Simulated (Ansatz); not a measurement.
Cu Kα1 powder pattern (kinematic, no thermal factors).
2θ (°) (relative intensity): 35.95 (100), 41.76 (49), 60.53 (32), 72.45 (36), 76.23 (10)

The pattern is computed from a structure relaxed with DFT PBE, scalar-relativistic, plane waves, PAW in Ansatz. No spin polarisation. Its elements are Li.

Q: Give the structure.

A: Li.
Space group Fm-3m (No. 225). a = 4.323 Å, b = 4.323 Å, c = 4.323 Å, α = 90.00°, β = 90.00°, γ = 90.00°
```csv
atom,site,symmetry,x,y,z
Li,4a,m-3m,0.0000,0.5000,0.5000
```

A pattern alone doesn't exclude other cells with like lines; this is the one computed.

The cell was reached from a generator's guess, though it ends in a space group that the Crystallography Open Database lists for this formula.
